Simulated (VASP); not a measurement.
## Mg2Sn in VASP 6.6.1, single-point calculation

INCAR

```
LREAL = .FALSE.
NBANDS = 16
LASPH = .TRUE.
LWAVE = .FALSE.
SIGMA = 0.02
PREC = Accurate
METAGGA = RTPSS
ENCUT = 520
ISMEAR = -1
IBRION = -1
EDIFF = 1E-7
LCHARG = .FALSE.
ISIF = 2
NSW = 0
NELM = 120
```

KPOINTS

```
KPOINTS created by Atomic Simulation Environment
0
Gamma
6 6 6
0 0 0
```

POSCAR

```
Sn Mg
 1.0000000000000000
     0.0328718622000000    3.3790077914999999    3.3790077914999999
     3.3790077914999999    0.0328718622000000    3.3790077914999999
     3.3790077914999999    3.3790077914999999    0.0328718622000000
 Sn  Mg
   1   2
Cartesian
  0.0000000000000000 -0.0000000000000000  0.0000000000000000
  1.6926631767104994  1.6926631767104994  1.6926631767104996
  5.0982242684895001  5.0982242684895001  5.0982242684895009
```

The recommended PBE PAW datasets give the neutral cell 18 valence electrons.

Command

```
mpirun -np 1 vasp_std
```

OSZICAR

```
N       E                     dE             d eps       ncg     rms          rms(c)
DAV:   1     0.127406947063E+03    0.12741E+03   -0.92802E+03  1024   0.134E+03
DAV:   2     0.184957421414E+02   -0.10891E+03   -0.10611E+03  1128   0.346E+02
DAV:   3     0.781693661738E+01   -0.10679E+02   -0.10587E+02  1392   0.105E+02
DAV:   4     0.748276008021E+01   -0.33418E+00   -0.33412E+00  1336   0.209E+01
DAV:   5     0.747503361986E+01   -0.77265E-02   -0.77264E-02  1392   0.315E+00    0.102E+01
DAV:   6     0.743054329080E+01   -0.44490E-01   -0.12409E+01  1024   0.464E+01    0.135E+00
DAV:   7     0.741644102581E+01   -0.14102E-01   -0.27541E-01  1472   0.640E+00    0.110E+00
DAV:   8     0.742504683752E+01    0.86058E-02   -0.46858E-02  1176   0.139E+00    0.251E-01
DAV:   9     0.742475426180E+01   -0.29258E-03   -0.39963E-03  1368   0.551E-01    0.106E-01
DAV:  10     0.742470111999E+01   -0.53142E-04   -0.64429E-04  1264   0.274E-01    0.602E-02
DAV:  11     0.742463346019E+01   -0.67660E-04   -0.16084E-04  1160   0.878E-02    0.125E-02
DAV:  12     0.742461487532E+01   -0.18585E-04   -0.28966E-05  1152   0.429E-02    0.152E-02
DAV:  13     0.742461568286E+01    0.80754E-06   -0.54146E-06  1256   0.221E-02    0.487E-04
DAV:  14     0.742461586717E+01    0.18432E-06   -0.18988E-07  1168   0.474E-03    0.376E-04
DAV:  15     0.742461580645E+01   -0.60723E-07   -0.26997E-08   672   0.183E-03
   1 F= 0.74246158E+01 E0= 0.74248689E+01  d E =-.506190E-03
```

From OUTCAR

```
k-points           NKPTS =     32   k-points in BZ     NKDIM =     32   number of bands    NBANDS=     16

   NELECT =      18.0000    total number of electrons

   dimension x,y,z NGX =    36 NGY =   36 NGZ =   36
   dimension x,y,z NGXF=    72 NGYF=   72 NGZF=   72

  energy-cutoff  :      520.00
  volume of cell :       76.04
      direct lattice vectors                 reciprocal lattice vectors
     0.032871862  3.379007791  3.379007791    -0.150149397  0.148702778  0.148702778
     3.379007791  0.032871862  3.379007791     0.148702778 -0.150149397  0.148702778
     3.379007791  3.379007791  0.032871862     0.148702778  0.148702778 -0.150149397

 k-points in reciprocal lattice and weights: KPOINTS created by Atomic Simulation Env
   0.00000000  0.00000000  0.00000000       0.005
   0.16666667  0.00000000  0.00000000       0.028
   0.33333333  0.00000000  0.00000000       0.028
   0.50000000 -0.00000000 -0.00000000       0.014
   0.16666667  0.16666667 -0.00000000       0.028
   0.33333333  0.16666667  0.00000000       0.056
   0.50000000  0.16666667 -0.00000000       0.056
  -0.33333333  0.16666667 -0.00000000       0.056
   ...

 E-fermi :   4.2960

 k-point     1 :       0.0000    0.0000    0.0000
  band No.  band energies     occupation
      1     -16.6481      2.00000
      2     -16.6481      2.00000
      3     -16.6456      2.00000
      4     -16.5951      2.00000
      5     -16.5951      2.00000
      6      -4.9101      2.00000
      7       4.2626      1.68273
      8       4.3575      0.08831
      9       4.3575      0.08831
     10       5.8879      0.00000
     11       6.5353      0.00000
     12       6.6686      0.00000
     13       6.6686      0.00000
     14       8.7683      0.00000
     15       9.8846      0.00000
     16       9.8846      0.00000

 k-point     2 :       0.1667    0.0000    0.0000
  band No.  band energies     occupation
      1     -16.6476      2.00000
      2     -16.6469      2.00000
      3     -16.6447      2.00000
      4     -16.5949      2.00000
      5     -16.5948      2.00000
      6      -4.6785      2.00000
      7       2.4972      2.00000
      8       3.9808      2.00000
      9       4.0540      1.99999
     10       5.8497      0.00000
     11       6.9704      0.00000
     12       7.0832      0.00000
     13       7.9490      0.00000
     14       8.7567      0.00000
     15       8.8196      0.00000
     16       9.3929      0.00000

 k-point     3 :       0.3333    0.0000    0.0000
  band No.  band energies     occupation
      1     -16.6473      2.00000
      2     -16.6450      2.00000
      3     -16.6428      2.00000
      4     -16.5947      2.00000
      5     -16.5943      2.00000
      6      -4.0636      2.00000
      7       0.4263      2.00000
      8       3.6035      2.00000
      9       3.6560      2.00000
     10       5.3505      0.00000
     11       6.8193      0.00000
     12       6.8658      0.00000
     13       8.5228      0.00000
     14       9.5483      0.00000
     15       9.7607      0.00000
     16      10.2351      0.00000

 ...

  Total        0.1871805      0.1871805      0.1871805     -0.1216583     -0.1216583     -0.1216583
  in kB        3.9441876      3.9441876      3.9441876     -2.5635323     -2.5635323     -2.5635323
  external PRESSURE =       3.9441876 kB  Pullay stress =       0.0000000 kB

 POSITION                                       TOTAL-FORCE (eV/Angst)
 -----------------------------------------------------------------------------------
      0.00000      0.00000      0.00000        -0.000000      0.000000     -0.000000
      1.69266      1.69266      1.69266        -0.009420     -0.009420     -0.009420
      5.09822      5.09822      5.09822         0.009420      0.009420      0.009420
 -----------------------------------------------------------------------------------
    total drift:                                0.000000     -0.000000     -0.000000

  FREE ENERGIE OF THE ION-ELECTRON SYSTEM (eV)
  ---------------------------------------------------
  free  energy   TOTEN  =         7.4246158065 eV

  energy  without entropy=        7.4251219968  energy(sigma->0) =        7.42486890
```

It converged. Results: gap between bands v and c on the k mesh -0.08 eV (bands overlap: a metal); least direct gap on the k mesh 1.53 eV; pressure 0.4 GPa. Band v is the last that the valence electrons fill when counted band by band, and c is the next.

For comparison, a separate PBE run of the intended cell, on usual settings and not on those above, gives a gap of -0.18 eV on its mesh and a pressure of 1.6 GPa.

The run above took about 99 s on one core of a shared host (Intel Xeon Platinum 8488C) and held 0.23 GiB at most.
